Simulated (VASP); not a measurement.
# SnSe under changes of volume

One of the cells (25.632 Å³/atom); the others are scaled copies at fixed shape and fractional positions:

```
Sn Se
1.0
     0.00000    2.94844    2.94844
     2.94844    0.00000    2.94844
     2.94844    2.94844    0.00000
Sn Se
1 1
Direct
  0.00000 0.00000 0.00000
  0.50000 0.50000 0.50000
```

Measurements of this composition are mostly on another form, of space group No. 62.

```yaml
Program: VASP 6.6.1
Functional: LDA
Potentials_or_basis: VASP PAW LDA potentials, release 64 (Sn_d, Se)
Cutoff: 520 eV
k_mesh: 8 × 8 × 8
Occupations: gaussian, width 0.02 eV
Spin: no spin polarisation
```

| volume (Å³/atom) | energy over the lowest point (meV/atom) | pressure (GPa) | gap on the mesh (eV) |
| --- | --- | --- | --- |
| 24.606 | ? | ? | ? |
| 25.119 | 2.08 | 1.3 | 0.74 |
| 25.632 | 0.00 | 0.0 | 0.77 |
| 26.144 | 1.78 | -1.1 | 0.75 |
| 26.657 | 7.06 | -2.2 | 0.73 |

Task: What does the run at 24.606 Å³/atom give?

Result: Energy over the lowest point 8.47 meV/atom; pressure 2.7 GPa; gap on the mesh 0.71 eV.

Worked out: A Birch-Murnaghan fit of order 2 (a polynomial in V^(-2/3)) to the other rows has its minimum at 25.64 Å³/atom with B0 = V·E''(V) = 60 GPa. It gives 8.43 meV/atom at 24.606 Å³/atom, against the run's 8.47, and -dE/dV = 2.7 GPa, against 2.7. A parabola through the other rows of the gap, of slope 2.99 eV per unit of ln V there, extrapolates to 0.69 eV, against the run's 0.71.

Energies are extrapolated to zero smearing.

Caveats: spin-orbit coupling is left out, which moves the levels of the heavy elements.

A mesh can miss the band edges.
